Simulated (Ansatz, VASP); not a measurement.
**One calculation of BiTe, two programs**

File INCAR:

```
PREC = Accurate
ENCUT = 520
EDIFF = 1E-6
ISMEAR = -1
SIGMA = 0.04
LREAL = F
LASPH = T
NELM = 60
ALGO = Normal
ISIF = 2
LWAVE = F
LCHARG = T
GGA = PE
LELF = T
LVHAR = T
NBANDS = 18
```

KPOINTS

```
regular mesh
0
Gamma
  3 3 3
```

The input POSCAR:

```
BiTe
1.0
    0.0000000000      3.2350000000      3.2350000000
    3.2350000000      0.0000000000      3.2350000000
    3.2350000000      3.2350000000      0.0000000000
Bi Te
1 1
Direct
    0.0000000000      0.0000000000      0.0000000000
    0.5000000000      0.5000000000      0.5000000000
```

input.yaml

```yaml
crystal:
  lattice:
    - [0.0, 3.235, 3.235]
    - [3.235, 0.0, 3.235]
    - [3.235, 3.235, 0.0]
  atoms:
    - { symbol: Bi, position: [0.0, 0.0, 0.0] }
    - { symbol: Te, position: [0.5, 0.5, 0.5] }
kpoints:
  mp_grid: { grid: [3, 3, 3] }
scf:
  occupations: { method: fermi_dirac, width: 0.04 }
hamiltonian:
  xc: pbe
  pseudopotentials: { kind: all_electron, lapw: { basis_error: 0.002 } }
output:
  forces: true
  stress: true
  eigenvalues: true
```

Alike in both runs: task single point; functional PBE; k mesh 3 × 3 × 3; occupations fermi-dirac, width 0.04 eV; no spin polarisation.

|  | VASP | Ansatz |
| --- | --- | --- |
| version | VASP 6.6.1 | Ansatz 0.2.0 |
| potentials or method | VASP PAW PBE potentials, release 64 (Bi_d, Te) | all-electron LAPW, scalar-relativistic |
| plane-wave cutoff (eV) | 520 | see its input |

Ansatz gave:

```
gap on the k mesh at the Fermi level (eV) : none
pressure (GPa)                            : 1.3
```

Question: Which values does VASP return?

Answer: gap on the k mesh at the Fermi level (eV): none; pressure (GPa): 1.2.

A gap of «none» marks a metal or a gap that the smearing closes. Ansatz ran all-electron here, so the differences hold the error of VASP's frozen core and of both bases.

Caveats: the k mesh is coarse (spacing up to 0.56 Å⁻¹), so the values aren't converged; spin-orbit coupling is left out, which moves the levels of the heavy elements.
